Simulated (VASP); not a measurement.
# Ru (P6_3/mmc) in VASP: notebook, part 2 of 3

VASP 6.6.1. Earlier steps stand in the parts before.

## Step 4: Band structure, r2SCAN

Contents of INCAR:

```
PREC = Accurate
ENCUT = 520
EDIFF = 1E-6
ISMEAR = 1
SIGMA = 0.1
LREAL = False
LASPH = True
NELM = 80
ALGO = Normal
ISIF = 2
LWAVE = False
LCHARG = False
LMAXMIX = 4
METAGGA = R2SCAN
LMIXTAU = True
KPAR = 4
```

Contents of KPOINTS:

```
regular mesh
0
Gamma
  15 15 9
```

Contents of POSCAR:

```
Ru                                      
1.0
    2.6879024158      0.0000000000     -0.0000000000
   -1.3439512079      2.3277917750      0.0000000000
    0.0000000000      0.0000000000      4.2552087736
  Ru            
     2
Direct
     0.3333333332999970    0.6666666667000030    0.2500000000000000
     0.6666666667000030    0.3333333332999970    0.7500000000000000
```

KPOINTS_OPT is that of step 3.

Potentials or basis: VASP PAW PBE potentials, release 64 (Ru_pv).

Launch:

```
$ cat potpaw_PBE.64/Ru_pv/POTCAR > POTCAR
$ mpirun -np 4 vasp_std > vasp.out
```

OUTCAR:

```text
PREC = Accurate
   ENCUT = 520
   EDIFF = 1E-6
   ISMEAR = 1
   LREAL = False
   LASPH = True
   NELM = 80
   ISIF = 2
   METAGGA = R2SCAN

 ion  position               nearest neighbor table
   1  0.333  0.667  0.250-   2 2.63   2 2.63   2 2.63   2 2.63   2 2.63   2 2.63
   2  0.667  0.333  0.750-   1 2.63   1 2.63   1 2.63   1 2.63   1 2.63   1 2.63

  LATTYP: Found a hexagonal cell.
 ALAT       =     2.6879024158
 C/A-ratio  =     1.5830964504

  Lattice vectors:

 A1 = (   2.6879024158,   0.0000000000,   0.0000000000)
 A2 = (  -1.3439512079,   2.3277917750,   0.0000000000)
 A3 = (   0.0000000000,   0.0000000000,   4.2552087736)

Analysis of symmetry for initial positions (statically):
=====================================================================
 Subroutine PRICEL returns:
 Original cell was already a primitive cell.

 Routine SETGRP: Setting up the symmetry group for a
 hexagonal supercell.

 Subroutine GETGRP returns: Found 24 space group operations
 (whereof 12 operations were pure point group operations)
[... 159 lines left out ...]
 Free energy of the ion-electron system (eV)
  ---------------------------------------------------
  ext. energy  EPLUGINS =         0.00000000
  ---------------------------------------------------
  free energy    TOTEN  =       -50.85154689 eV

  energy without entropy =      -50.85004978  energy(sigma->0) =      -50.85104785

 E-fermi :  13.0685     XC(G=0): -15.5501

 val. band max:       13.0651154556   @ k =   0.2667   0.0000   0.3333
 cond. band min:      13.0921997969   @ k =   0.4667   0.0667   0.3333
 fundamental gap:      0.0270843413
 Fermi energy:        13.0685148980

 k-point     1 :       0.0000    0.0000    0.0000
  band No.  band energies     occupation
      1     -32.0758      2.00000
      2     -31.0093      2.00000
      3     -31.0093      2.00000
      4     -30.8156      2.00000
      5     -30.8156      2.00000
      6     -30.7623      2.00000
[... 481 lines left out ...]
      5     -31.1677      2.00000
      6     -31.1469      2.00000
[... 10 lines left out ...]
     17      18.8029      0.00000
     18      20.4125      0.00000

 [... further k-points ...]
[... 5 lines left out ...]
  --------------------------------------------------------------------------------------
  -------------------------------------------------------------------------------------
  Total        1.0412073      1.0412073      1.0143791      0.0000000      0.0000000      0.0000000
  in kB       62.6569536     62.6569536     61.0425099      0.0000000      0.0000000      0.0000000
  external PRESSURE =      62.1188057 kB  Pullay stress =       0.0000000 kB

 VOLUME and BASIS-vectors are now :
 -----------------------------------------------------------------------------
  energy-cutoff  :      520.00
  volume of cell :       26.62
      direct lattice vectors                 reciprocal lattice vectors
     2.687902416  0.000000000  0.000000000     0.372037316  0.214795844  0.000000000
    -1.343951208  2.327791775  0.000000000     0.000000000  0.429591689  0.000000000
     0.000000000  0.000000000  4.255208774     0.000000000  0.000000000  0.235006096

 POSITION                                       TOTAL-FORCE (eV/Angst)
 -----------------------------------------------------------------------------------
     -0.00000      1.55186      1.06380         0.000000      0.000000      0.000000
      1.34395      0.77593      3.19141        -0.000000      0.000000      0.000000
 -----------------------------------------------------------------------------------
    total drift:                               -0.000000      0.000000     -0.000000

  FREE ENERGIE OF THE ION-ELECTRON SYSTEM (eV)
  ---------------------------------------------------
  free  energy   TOTEN  =       -50.8515468888 eV

  energy  without entropy=      -50.8500497797  energy(sigma->0) =      -50.85104785
```

Wall time 84 s (4 MPI ranks of Intel Xeon Platinum 8488C (Sapphire Rapids), shared host); peak memory 0.19 GiB.

Results:

| Quantity | Value |
| --- | --- |
| Free energy | -50.8515 eV |
| Pressure | 6.2 GPa |
| Band gap along the path | none (metal or under the smearing width) |

Levels at the corners of the path, in eV from the Fermi level:
| point | band 10 | band 11 | band 12 | band 13 | band 14 | band 15 | band 16 | band 17 | band 18 |
| --- | --- | --- | --- | --- | --- | --- | --- | --- | --- |
| Γ | -2.76 | -2.58 | -2.04 | -2.04 | -1.48 | -1.48 | 1.29 | 1.29 | 1.39 |
| M | -3.22 | -2.21 | -1.88 | -1.60 | 1.55 | 2.00 | 2.07 | 4.37 | 6.59 |
| M | -3.22 | -2.21 | -1.88 | -1.60 | 1.55 | 2.00 | 2.07 | 4.37 | 6.59 |
| K | -4.02 | -3.04 | -3.04 | -1.14 | 1.11 | 1.11 | 1.56 | 7.48 | 7.81 |
| K | -4.02 | -3.04 | -3.04 | -1.14 | 1.11 | 1.11 | 1.56 | 7.48 | 7.81 |
| Γ | -2.76 | -2.58 | -2.04 | -2.04 | -1.48 | -1.48 | 1.29 | 1.29 | 1.39 |
| Γ | -2.76 | -2.58 | -2.04 | -2.04 | -1.48 | -1.48 | 1.29 | 1.29 | 1.39 |
| A | -2.94 | -2.94 | -2.94 | -2.87 | -2.87 | 0.60 | 0.60 | 0.60 | 0.60 |
| A | -2.94 | -2.94 | -2.94 | -2.87 | -2.87 | 0.60 | 0.60 | 0.60 | 0.60 |
| L | -4.86 | -1.12 | -1.12 | 0.50 | 0.50 | 1.83 | 1.83 | 3.65 | 3.65 |
| L | -4.86 | -1.12 | -1.12 | 0.50 | 0.50 | 1.83 | 1.83 | 3.65 | 3.65 |
| H | -4.39 | -2.90 | -2.90 | -1.27 | -1.27 | 1.34 | 1.34 | 8.43 | 9.03 |
| H | -4.39 | -2.90 | -2.90 | -1.27 | -1.27 | 1.34 | 1.34 | 8.88 | 9.02 |
| A | -2.94 | -2.94 | -2.94 | -2.87 | -2.87 | 0.60 | 0.60 | 0.60 | 0.60 |
| L | -4.86 | -1.12 | -1.12 | 0.50 | 0.50 | 1.83 | 1.83 | 3.65 | 3.65 |
| M | -3.22 | -2.21 | -1.88 | -1.60 | 1.55 | 2.00 | 2.07 | 4.37 | 6.59 |
| K | -4.02 | -3.04 | -3.04 | -1.14 | 1.11 | 1.11 | 1.56 | 7.48 | 7.81 |
| H | -4.39 | -2.90 | -2.90 | -1.27 | -1.27 | 1.34 | 1.34 | 8.43 | 8.43 |

Caveat: the PAW data sets were made with another functional, which shifts forces and pressure a little.

## Step 5: Band structure, PBE, spin-orbit coupling, no magnetisation

Edit INCAR of step 4 so:

```diff
@@ -12,5 +12,8 @@
 LCHARG = False
+MAGMOM = 0 0 0 0 0 0
+LORBIT = 11
+LSORBIT = True
+GGA_COMPAT = False
 LMAXMIX = 4
-METAGGA = R2SCAN
-LMIXTAU = True
+GGA = PE
 KPAR = 4
```

KPOINTS is that of step 4.

POSCAR is that of step 4.

KPOINTS_OPT is that of step 4.

Potentials or basis: VASP PAW PBE potentials, release 64 (Ru_pv).

Launch:

```
$ cat potpaw_PBE.64/Ru_pv/POTCAR > POTCAR
$ mpirun -np 4 vasp_ncl > vasp.out
```

OUTCAR:

```text
PREC = Accurate
   ENCUT = 520
   EDIFF = 1E-6
   ISMEAR = 1
   LREAL = False
   LASPH = True
   NELM = 80
   ISIF = 2
   LORBIT = 11
   LSORBIT = True
   GGA = PE

 ion  position               nearest neighbor table
   1  0.333  0.667  0.250-   2 2.63   2 2.63   2 2.63   2 2.63   2 2.63   2 2.63
   2  0.667  0.333  0.750-   1 2.63   1 2.63   1 2.63   1 2.63   1 2.63   1 2.63

  LATTYP: Found a hexagonal cell.
 ALAT       =     2.6879024158
 C/A-ratio  =     1.5830964504

  Lattice vectors:

 A1 = (   2.6879024158,   0.0000000000,   0.0000000000)
 A2 = (  -1.3439512079,   2.3277917750,   0.0000000000)
 A3 = (   0.0000000000,   0.0000000000,   4.2552087736)

[... 1208 lines left out ...]
 l=   3
     0.0000000     0.0000000     0.0000000     0.0000000     0.0000000     0.0000000     0.0000000
     0.0000000     0.0000000     0.0000000     0.0000000     0.0000000     0.0000000     0.0000000
     0.0000000     0.0000000     0.0000000     0.0000000     0.0000000     0.0000000     0.0000000
     0.0000000     0.0000000     0.0000000     0.0000000     0.0000000     0.0000000     0.0000000
     0.0000000     0.0000000     0.0000000     0.0000000     0.0000000     0.0000000     0.0000000
     0.0000000     0.0000000     0.0000000     0.0000000     0.0000000     0.0000000     0.0000000
     0.0000000     0.0000000     0.0000000     0.0000000     0.0000000     0.0000000     0.0000000

 total charge

# of ion       s       p       d       tot
------------------------------------------
    1        0.414   6.329   5.973  12.716
    2        0.414   6.329   5.973  12.716
--------------------------------------------------
tot          0.828  12.657  11.946  25.432

 magnetization (x)

# of ion       s       p       d       tot
------------------------------------------
    1       -0.000   0.000   0.000  -0.000
    2       -0.000   0.000   0.000   0.000
--------------------------------------------------
tot         -0.000   0.000   0.000   0.000

 magnetization (y)

# of ion       s       p       d       tot
------------------------------------------
    1       -0.000   0.000   0.000  -0.000
    2       -0.000   0.000   0.000  -0.000
--------------------------------------------------
tot         -0.000   0.000   0.000  -0.000

 magnetization (z)

# of ion       s       p       d       tot
------------------------------------------
    1        0.000   0.000   0.000   0.000
    2        0.000   0.000   0.000   0.000
--------------------------------------------------
tot          0.000   0.000   0.000   0.000
```

OSZICAR:

```text
N       E                     dE             d eps       ncg     rms          rms(c)
DAV:   1     0.342445504378E+03    0.34245E+03   -0.17089E+04  9752   0.174E+03
DAV:   2    -0.917679600407E+01   -0.35162E+03   -0.34246E+03 10144   0.543E+02
DAV:   3    -0.198793840835E+02   -0.10703E+02   -0.10284E+02 10376   0.101E+02
[... 20 lines left out ...]
       N       E                     dE             ncg
DAV:   1     0.307773418634E+05   -0.10855E+06     8880
DAV:   2    -0.121661019252E+05   -0.42943E+05     9276
DAV:   3    -0.133810063484E+05   -0.12149E+04     9500
DAV:   4    -0.133988588938E+05   -0.17853E+02    10952
DAV:   5    -0.133992363951E+05   -0.37750E+00    10348
DAV:   6    -0.133992504644E+05   -0.14069E-01    11628
DAV:   7    -0.133992506664E+05   -0.20207E-03     9416
DAV:   8    -0.133992506684E+05   -0.20084E-05     5848
DAV:   9    -0.133992506687E+05   -0.26137E-06     5164
```

stdout:

```text
POSCAR found type information on POSCAR Ru
 POSCAR found :  1 types and       2 ions
 scaLAPACK will be used
 LDA part: xc-table for (Slater+PW92), standard interpolation
 POSCAR, INCAR and KPOINTS ok, starting setup
 FFT: planning ... GRIDC
 FFT: planning ... GRID_SOFT
 FFT: planning ... GRID
 WAVECAR not read
 entering main loop
 Start KPOINTS_OPT (optional k-point list driver)
k-point batch [1-135\258]
k-point batch [136-258\258]
```

Run time: 76 s. Hardware: 4 MPI ranks of Intel Xeon Platinum 8488C (Sapphire Rapids), shared host; peak memory 0.42 GiB.

What came out:

- Free energy: -18.7048 eV
- Pressure: 11.4 GPa
- Valence electrons inside the program's atomic spheres: Ru 12.72

## Step 6: Density of states, PBE

POSCAR is that of step 5.

Contents of INCAR.step1:

```
SYSTEM = Ru
PREC = Accurate
ENCUT = 520
EDIFF = 1E-6
ISMEAR = 1
SIGMA = 0.1
LREAL = .FALSE.
LASPH = .TRUE.
NELM = 80
ALGO = Normal
ISIF = 2
LWAVE = .FALSE.
LCHARG = .TRUE.
LMAXMIX = 4
GGA = PE
NBANDS = 21
KPAR = 4
```

Contents of KPOINTS.step1:

```
Automatic mesh
0
G
  15 15 9
  0 0 0
```

Contents of INCAR.step2:

```
SYSTEM = Ru
PREC = Accurate
ENCUT = 520
EDIFF = 1E-6
ISMEAR = -5
SIGMA = 0.1
LREAL = .FALSE.
LASPH = .TRUE.
NELM = 80
ALGO = Normal
ISIF = 2
LWAVE = .FALSE.
LCHARG = .FALSE.
LMAXMIX = 4
GGA = PE
LORBIT = 10
NBANDS = 21
KPAR = 4
NEDOS = 2001
ICHARG = 11
```

Contents of KPOINTS.step2:

```
Automatic mesh
0
G
  23 23 14
  0 0 0
```

Potentials or basis: VASP PAW PBE potentials, release 64 (Ru_pv).

Launch:

```
$ cat potpaw_PBE.64/Ru_pv/POTCAR > POTCAR
$ cp INCAR.step1 INCAR
$ cp KPOINTS.step1 KPOINTS
$ mpirun -np 4 vasp_std > vasp.out
$ cp INCAR.step2 INCAR
$ cp KPOINTS.step2 KPOINTS
$ mpirun -np 4 vasp_std > vasp.out
```

Run time: 31 s. Hardware: 4 MPI ranks of Intel Xeon Platinum 8488C (Sapphire Rapids), shared host; peak memory 0.3 GiB.

The run converged. Its results:

```
Valence electrons inside the program's atomic spheres : Ru 12.71
```

Levels at points of the mesh, in eV from the Fermi level:
| k point | band 11 | band 12 | band 13 | band 14 | band 15 | band 16 | band 17 | band 18 |
| --- | --- | --- | --- | --- | --- | --- | --- | --- |
| (0.00, 0.00, 0.00) | -2.51 | -1.99 | -1.99 | -1.44 | -1.44 | 1.21 | 1.21 | 1.30 |
| (0.00, 0.00, 0.50) | -2.86 | -2.86 | -2.78 | -2.78 | 0.55 | 0.55 | 0.55 | 0.55 |

States per cell in windows of 0.5 eV (zero at the Fermi level; states under -8 eV left out):
| from (eV) | total | Ru1_d | Ru2_d | Ru1_p | Ru2_p | Ru1_s | Ru2_s |
| --- | --- | --- | --- | --- | --- | --- | --- |
| -8.0 | 0.03 | 0.00 | 0.00 | 0.00 | 0.00 | 0.01 | 0.01 |
| -7.5 | 0.06 | 0.00 | 0.00 | 0.00 | 0.00 | 0.02 | 0.02 |
| -7.0 | 0.10 | 0.00 | 0.00 | 0.00 | 0.00 | 0.03 | 0.03 |
| -6.5 | 0.68 | 0.19 | 0.19 | 0.01 | 0.01 | 0.06 | 0.06 |
| -6.0 | 1.47 | 0.47 | 0.47 | 0.02 | 0.02 | 0.09 | 0.09 |
| -5.5 | 1.31 | 0.44 | 0.44 | 0.02 | 0.02 | 0.06 | 0.06 |
| -5.0 | 1.25 | 0.45 | 0.45 | 0.03 | 0.03 | 0.04 | 0.04 |
| -4.5 | 1.22 | 0.45 | 0.45 | 0.03 | 0.03 | 0.02 | 0.02 |
| -4.0 | 1.30 | 0.49 | 0.49 | 0.04 | 0.04 | 0.02 | 0.02 |
| -3.5 | 0.93 | 0.37 | 0.37 | 0.02 | 0.02 | 0.01 | 0.01 |
| -3.0 | 1.64 | 0.66 | 0.66 | 0.04 | 0.04 | 0.01 | 0.01 |
| -2.5 | 1.58 | 0.65 | 0.65 | 0.04 | 0.04 | 0.01 | 0.01 |
| -2.0 | 1.50 | 0.60 | 0.60 | 0.05 | 0.05 | 0.01 | 0.01 |
| -1.5 | 1.18 | 0.47 | 0.47 | 0.04 | 0.04 | 0.01 | 0.01 |
| -1.0 | 0.95 | 0.39 | 0.39 | 0.03 | 0.03 | 0.01 | 0.01 |
| -0.5 | 0.82 | 0.35 | 0.35 | 0.02 | 0.02 | 0.00 | 0.00 |
| 0.0 | 0.80 | 0.35 | 0.35 | 0.01 | 0.01 | 0.00 | 0.00 |
| 0.5 | 1.01 | 0.46 | 0.46 | 0.01 | 0.01 | 0.00 | 0.00 |
| 1.0 | 1.65 | 0.77 | 0.77 | 0.01 | 0.01 | 0.01 | 0.01 |
| 1.5 | 1.54 | 0.73 | 0.73 | 0.01 | 0.01 | 0.01 | 0.01 |
| 2.0 | 0.25 | 0.09 | 0.09 | 0.01 | 0.01 | 0.01 | 0.01 |
| 2.5 | 0.26 | 0.08 | 0.08 | 0.02 | 0.02 | 0.01 | 0.01 |
| 3.0 | 0.25 | 0.07 | 0.07 | 0.02 | 0.02 | 0.01 | 0.01 |
| 3.5 | 0.25 | 0.07 | 0.07 | 0.02 | 0.02 | 0.01 | 0.01 |
| 4.0 | 0.24 | 0.06 | 0.06 | 0.03 | 0.03 | 0.01 | 0.01 |
| 4.5 | 0.23 | 0.06 | 0.06 | 0.03 | 0.03 | 0.01 | 0.01 |
| 5.0 | 0.21 | 0.05 | 0.05 | 0.03 | 0.03 | 0.01 | 0.01 |
| 5.5 | 0.20 | 0.04 | 0.04 | 0.03 | 0.03 | 0.01 | 0.01 |
| 6.0 | 0.21 | 0.04 | 0.04 | 0.03 | 0.03 | 0.01 | 0.01 |
| 6.5 | 0.23 | 0.04 | 0.04 | 0.04 | 0.04 | 0.01 | 0.01 |
| 7.0 | 0.22 | 0.04 | 0.04 | 0.03 | 0.03 | 0.01 | 0.01 |
| 7.5 | 0.19 | 0.03 | 0.03 | 0.03 | 0.03 | 0.01 | 0.01 |

Caveat: tetrahedron occupations give inexact forces and stress in metals.

[end of part 2 of 3]
